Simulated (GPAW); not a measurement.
Crystal: Zn.

```
Zn
1.0
    -1.56904    1.56904    1.56904
     1.56904   -1.56904    1.56904
     1.56904    1.56904   -1.56904
Zn
1
Direct
  0.00000 0.00000 0.00000
```

This isn't the form of Zn at room conditions, which is hcp.

Base run:

```yaml
Program: GPAW 26.7.0
Functional: LDA
Potentials_or_basis: the program's PAW data sets (release 1.2.1) made for this functional
Cutoff: 600 eV
Basis: pw
k_mesh: 12 × 12 × 12
Occupations: gaussian, width 0.02 eV
Spin: no spin polarisation
```

Its results: band gap on the k mesh none (metal or under the smearing width); pressure -8.7 GPa.

The run is repeated on the same cell with these changes: functional from LDA to RPBE; occupations from gaussian, width 0.02 eV to gaussian, width 0.1 eV. What comes out?

Band gap on the k mesh none (metal or under the smearing width); pressure 2.4 GPa.
